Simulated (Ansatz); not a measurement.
## rutile-structured SnO2: what the numbers say

**What was measured.** A measured cell of tetragonal SnO2 (space group P4_2/mnm), temperature not stated, from the Crystallography Open Database (1997, doi:10.1107/S0108768197001468), has a, c = 4.737, 3.186 Å and 11.92 Å³/atom.

Method: PBE, scalar-relativistic; no spin polarisation; PAW, 420 eV, 6×6×10 k-mesh, Gaussian smearing of 0.05 eV; code Ansatz; PAW files: Ansatz's generated set soft_2.

The start was a prototype's sites filled with these elements; the Crystallography Open Database holds the compound in this structure.

The relaxed structure (symmetry read at 0.01 Å). Symmetry: P4_2/mnm, No. 136, tetragonal system. Conventional cell: a = 4.828 Å, b = 4.828 Å, c = 3.238 Å, α = 90.00°, β = 90.00°, γ = 90.00°. Sn (site symmetry mmm) is surrounded by 6 O at 2.09 Å. O (site symmetry m2m) is surrounded by 3 Sn at 2.09 Å. (Shells end 15 % past the nearest neighbour.)

Results at this level of theory:

* Volume: 12.58 Å³/atom
* Band gap: 0.68 eV
* Smallest direct gap: 0.68 eV
* Bader charges: Sn 2.47; O -1.23 e
* Formation energy from the elements (0 K, uncorrected): -1.63 eV/atom (from white tin)
* Bulk modulus (Birch–Murnaghan): 166 GPa
* Shear modulus (Hill): 84 GPa
* Young's modulus: 217 GPa
* Poisson's ratio: 0.29
* Elastically stable: yes

Question: What kind of gap is it?

Answer: It is direct, 0.68 eV. Within 0.6 eV of the edges the projected states are 99 % O 2p at the top of the valence band and 57 % Sn 5s at the bottom of the conduction band. Crossing the gap moves an electron from the anion's filled p shell to the metal's empty orbitals, as in polar semiconductors.

Shannon's ionic radii give a check on the bond lengths: Sn⁴⁺ with 6 neighbours 0.69 Å + O²⁻ 1.36 Å = 2.05 Å against a computed mean of 2.09 Å. Sums and bonds agree within 3 %, so ion sizes set the bond lengths.

Question: How ionic is it?

Answer: Bader charges against formal ones: Sn +2.47 (+4), O −1.23 (−2). The cations give up 62 % of the formal charge; Bader charges stay under formal ones because the anions' density reaches into the cations' basins, the more so the higher the formal charge and the softer the anion.

Question: How stiff is it, in energy terms?

Answer: B0·V0 = 166.4 GPa × 12.58 Å³ = 13.06 eV/atom sets the scale: near the minimum ΔE ≈ ½ B0 V0 x², with x = V/V0 − 1, and a pressure of 1.7 GPa squeezes the volume by about 1 %. At the ends of the curve: x = −5.5 % predicts 19.7 meV/atom and the run gives 22.4; x = +10.0 % predicts 65.5 meV/atom and the run gives 52.3. Compression costs more and expansion less than the parabola says, since the crystal stiffens as it shrinks; B0′ measures that.

Question: Which Debye temperature follows from the elastic moduli?

Answer: K = 172 GPa and G = 84 GPa (Hill). With a density of 6.632 g/cm³ (mean mass 50.2 u, 12.58 Å³/atom), K = 171.7 and G = 84.2 GPa from the unrounded constants, v_l = √((K + 4G/3)/ρ) = 6540 m/s and v_t = √(G/ρ) = 3560 m/s. The mean [(1/v_l³ + 2/v_t³)/3]^(−1/3) is 3970 m/s, and θ_D = (ħ/k_B)(6π²/V)^(1/3) v_m ≈ 510 K, with V the volume an atom.

**Against experiment.** PBE gives 4.828, 3.238 Å and 12.58 Å³/atom, +5.5 % in volume (+1.8 % in length) from the database's cell. PBE usually overestimates volumes, but by less than this. The database's entry may also be off.

Semilocal functionals underestimate band gaps, commonly by a third or more.
